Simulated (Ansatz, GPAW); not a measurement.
Given: the input of a run of GPAW 26.7.0 (ASE script) on Si2Mo. 

File run.py:

```python
from ase import Atoms
from ase.dft.bandgap import bandgap
from ase.io import write
from ase.units import GPa
from gpaw import GPAW, PW

atoms = Atoms(['Mo', 'Si', 'Si'],
              cell=[[-1.6, 1.6, 3.9305],
                    [1.6, -1.6, 3.9305],
                    [1.6, 1.6, -3.9305]],
              scaled_positions=[[0.0, 0.0, 0.0],
                                [0.667, 0.667, 0.0],
                                [0.333, 0.333, 0.0]],
              pbc=True)

calc = GPAW(mode=PW(600),
            xc='PBE',
            kpts={'size': (12, 12, 12), 'gamma': True},
            occupations={'name': 'methfessel-paxton', 'order': 0, 'width': 0.024},
            nbands=23,
            convergence={'density': 1e-05, 'energy': 1e-05},
            maxiter=150,
            txt='gpaw.txt')
atoms.calc = calc
energy = atoms.get_potential_energy()
forces = atoms.get_forces()
stress = atoms.get_stress()
calc.write('gs.gpw')
write('result.traj', atoms)
print(f'Energy: {energy:.6f} eV')
print('Forces (eV/A):')
print(forces.round(4))
print('Stress (GPa):', (stress / GPa).round(3))
print('Fermi level:', round(calc.get_fermi_level(), 4), 'eV')
print(f'Gap: {bandgap(calc)[0]:.4f} eV, direct: {bandgap(calc, direct=True)[0]:.4f} eV')
```

Potentials or basis: GPAW PAW data sets (gpaw-data 1.2.1), pw.

Command:

```bash
$ OMP_NUM_THREADS=1 python run.py
```

**Question.** What does the same run look like in Ansatz 0.2.0? Potentials or basis there: Ansatz PAW, cutoff 420 eV.

**Answer.** As run (cutoffs and basis follow the program's own potentials, and thresholds, step limits or extra output files can differ):

Contents of input.yaml:

```yaml
crystal:
  lattice:
    - [-1.6, 1.6, 3.9305]
    - [1.6, -1.6, 3.9305]
    - [1.6, 1.6, -3.9305]
  atoms:
    - { symbol: Mo, position: [0.0, 0.0, 0.0] }
    - { symbol: Si, position: [0.667, 0.667, 0.0] }
    - { symbol: Si, position: [0.333, 0.333, 0.0] }
hamiltonian:
  xc: pbe
  pseudopotentials: { kind: paw }
kpoints:
  mp_grid: { grid: [12, 12, 12] }
scf:
  occupations: { method: gaussian, width: 0.024 }
output:
  forces: true
  stress: true
  eigenvalues: true
```

Potentials or basis: Ansatz PAW.

Command:

```sh
$ ansatz run input.yaml --threads 2 --pin off --max-ram 5632MiB --backend cpu --events-out ev --progress --plain --runs-dir out
```

Both were run:

|  | GPAW | Ansatz |
| --- | --- | --- |
| Pressure | 2.8 GPa | 2.2 GPa |
| Largest force | 0.263 eV/Å | 0.276 eV/Å |

Ansatz's pressure holds a Pulay term of +0.04 GPa for its cutoff of 420 eV, which the other run lacks.

Where Ansatz's input types no cutoff or centring, it takes its own default and a Γ-centred mesh.

Pressure is positive in compression.
